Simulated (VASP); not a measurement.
# BAs (F-43m) in VASP: notebook, part 2 of 2

VASP 6.6.1.

### 4 G0W0 quasiparticle levels, PBE

File POSCAR:

```
BAs
1.0
    0.0000000000      2.3885000000      2.3885000000
    2.3885000000      0.0000000000      2.3885000000
    2.3885000000      2.3885000000      0.0000000000
As B
1 1
Direct
    0.7500000000      0.7500000000      0.7500000000
    0.0000000000      0.0000000000      0.0000000000
```

File INCAR.step1:

```
  PREC = Accurate
  ENCUT = 450
  EDIFF = 1E-8
  ISMEAR = 0
  SIGMA = 0.01
  LREAL = F
  LASPH = T
  NELM = 80
  ALGO = Fast
  LWAVE = T
  LCHARG = F
  GGA = PE
```

File INCAR.step2:

```
  PREC = Accurate
  ENCUT = 450
  EDIFF = 1E-8
  ISMEAR = 0
  SIGMA = 0.01
  LREAL = F
  LASPH = T
  NELM = 1
  ALGO = Exact
  LWAVE = T
  LCHARG = F
  GGA = PE
  NBANDS = 113
  LOPTICS = T
  ISTART = 1
```

File INCAR.step3:

```
  PREC = Accurate
  ENCUT = 450
  EDIFF = 1E-8
  ISMEAR = 0
  SIGMA = 0.01
  LREAL = F
  LASPH = T
  ALGO = EVGW0
  LWAVE = F
  LCHARG = F
  GGA = PE
  NELMGW = 1
  NBANDS = 113
  ENCUTGW = 50
  NOMEGA = 48
  PRECFOCK = Fast
  ISTART = 1
  NBANDSGW = 12
```

File KPOINTS:

```
regular mesh
0
Gamma
  3 3 3
```

Potentials or basis: VASP PAW PBE potentials, release 64 (As_GW, B_GW).

The run is started by

```
$ cat potpaw_PBE.64/As_GW/POTCAR potpaw_PBE.64/B_GW/POTCAR > POTCAR
$ cp INCAR.step1 INCAR
$ mpirun -np 1 vasp_std > vasp.out
$ cp INCAR.step2 INCAR
$ mpirun -np 1 vasp_std > vasp.out
$ cp INCAR.step3 INCAR
$ mpirun -np 1 vasp_std > vasp.out
```

OUTCAR:

```text
PREC = Accurate
   ENCUT = 450
   EDIFF = 1E-8
   ISMEAR = 0
   LREAL = F
   LASPH = T
   GGA = PE
   NELMGW = 1
   ENCUTGW = 50
   PRECFOCK = Fast
   ISTART = 1

 Found      4 irreducible k-points:

 Following reciprocal coordinates:
            Coordinates               Weight
  0.000000  0.000000  0.000000      1.000000
  0.333333  0.000000  0.000000      8.000000
  0.333333  0.333333  0.000000      6.000000
 -0.333333  0.333333  0.000000     12.000000
   k-points           NKPTS =      4   k-points in BZ     NKDIM =     27   number of bands    NBANDS=    113
   number of dos      NEDOS =    301   number of ions     NIONS =      2
   total plane-waves  NPLWV =  13824
   dimension x,y,z NGX =    24 NGY =   24 NGZ =   24
   dimension x,y,z NGXF=    48 NGYF=   48 NGZF=   48
   ions per type =               1   1
   NGX,Y,Z   is equivalent  to a cutoff of  11.81, 11.81, 11.81 a.u.
[... 54 lines left out ...]
   NELMGW              =     1    number of iterations in solving QP/BSE equation
   NELMHF              =     1    number of iterations in the inner HF iteration
   NKREDLFX            =     1    NKREDLFY  =   1   NKREDLFZ  =   1
 non-spin polarized calculation
 Gauss-broadening in eV      SIGMA  =   0.01
  energy-cutoff  :      450.00
  volume of cell :       27.25
 maximum number of plane-waves:       609
  NGX = 14; NGY = 14; NGZ = 14
   NGX = 11   NGY = 11   NGZ = 11
 maximum number of plane-waves:        26
 NGX is ok and might be reduce to    10

 QP shifts <psi_nk| G(iteration)W_0 |psi_nk>: iteration 1
 for sc-GW calculations column KS-energies equals QP-energies in previous step
 and V_xc(KS)=  KS-energies - (<T + V_ion + V_H > + <T+V_H+V_ion>^1  + <V_x>^1)

 k-point   1 :       0.0000    0.0000    0.0000
  band No.  KS-energies  QP-energies   sigma(KS)   V_xc(KS)     V^pw_x(r,r')   Z            occupation Imag(sigma)

      1      -9.1660      -9.5908     -12.2139     -11.6436     -19.5361       0.7448       2.0000       1.3214
      2       6.2712       6.2512     -12.6379     -12.6127     -14.7586       0.7975       2.0000       0.0936
      3       6.2712       6.2512     -12.6379     -12.6127     -14.7586       0.7975       2.0000       0.0936
      4       6.2712       6.2512     -12.6379     -12.6127     -14.7586       0.7975       2.0000       0.0936
      5       9.5022      10.0545     -10.6734     -11.3720      -6.3473       0.7905       0.0000      -0.0841
      6       9.5022      10.0545     -10.6734     -11.3720      -6.3473       0.7905       0.0000      -0.0841
      7       9.5022      10.0545     -10.6734     -11.3720      -6.3473       0.7905       0.0000      -0.0841
      8      10.9398      11.8466     -11.4239     -12.6009      -6.1731       0.7704       0.0000      -0.1423
      9      15.8266      15.7416      -8.9173      -8.8101      -2.9261       0.7925       0.0000      -0.3368
     10      19.1544      19.3891     -10.1025     -10.4036      -4.3233       0.7794       0.0000      -0.2850
     11      19.1544      19.3891     -10.1025     -10.4036      -4.3233       0.7794       0.0000      -0.2850
     12      20.5662      20.5312      -8.9998      -8.9570      -2.4337       0.8191       0.0000      -0.6859
[... 36 lines left out ...]
      1      -5.3389      -5.5473     -12.5291     -12.2478     -18.4720       0.7406       2.0000       0.7234
      2      -1.6114      -1.9971     -12.4780     -11.9691     -17.1029       0.7578       2.0000       0.3963
      3       0.1557      -0.2498     -11.5235     -11.0017     -14.8096       0.7772       2.0000       0.2128
      4       3.1963       3.0042     -12.2585     -12.0124     -15.0695       0.7809       2.0000       0.1236
      5       8.7106       8.9556      -9.9604     -10.2680      -5.4294       0.7965       0.0000      -0.0878
      6      13.5084      14.2254     -10.7584     -11.6901      -5.1125       0.7695       0.0000      -0.2048
      7      14.3617      15.0720     -10.7968     -11.7081      -5.1334       0.7794       0.0000      -0.2558
      8      15.6007      16.2160     -10.9055     -11.7060      -4.9689       0.7687       0.0000      -0.3060
      9      15.7170      15.9958     -10.0256     -10.3779      -4.5681       0.7916       0.0000      -0.2412
     10      18.3558      18.4975      -9.8062      -9.9829      -4.0989       0.8021       0.0000      -0.3476
     11      23.1158      23.6717     -10.5673     -11.3129      -3.3076       0.7457       0.0000      -0.7722
     12      24.7319      24.7590      -9.2654      -9.3001      -2.4061       0.7814       0.0000      -0.7881
```

OUTCAR.step1:

```text
PREC = Accurate
   ENCUT = 450
   EDIFF = 1E-8
   ISMEAR = 0
   LREAL = F
   LASPH = T
[... 150 lines left out ...]
 -----------------------------------------------------------------------------------
      3.58275      3.58275      3.58275        -0.000000     -0.000000      0.000000
      0.00000      0.00000      0.00000         0.000000      0.000000     -0.000000
 -----------------------------------------------------------------------------------
    total drift:                               -0.000000     -0.000000     -0.000000

  FREE ENERGIE OF THE ION-ELECTRON SYSTEM (eV)
  ---------------------------------------------------
  free  energy   TOTEN  =       -10.7745355402 eV

  energy  without entropy=      -10.7745355402  energy(sigma->0) =      -10.77453554
```

It took 12 s on 1 thread of Intel Xeon 6975P-C (Granite Rapids), shared host; peak memory 0.17 GiB.

These settings aren't checked as converged: the numbers below hold their error.

What came out:

| Quantity | Value |
| --- | --- |
| Band gap on the k mesh, mean-field level | 1.24 eV, indirect (least direct gap 3.23 eV) |
| Quasiparticle gap | 1.48 eV |
| Least direct quasiparticle gap | 3.80 eV |

Caveat: the k mesh is coarse (spacing up to 0.76 Å⁻¹), so the values aren't converged; bands, screening cutoff and mesh are small and nothing is extrapolated, so the quasiparticle values aren't converged; an odd mesh through Γ misses points on the zone boundary, where band edges often lie.
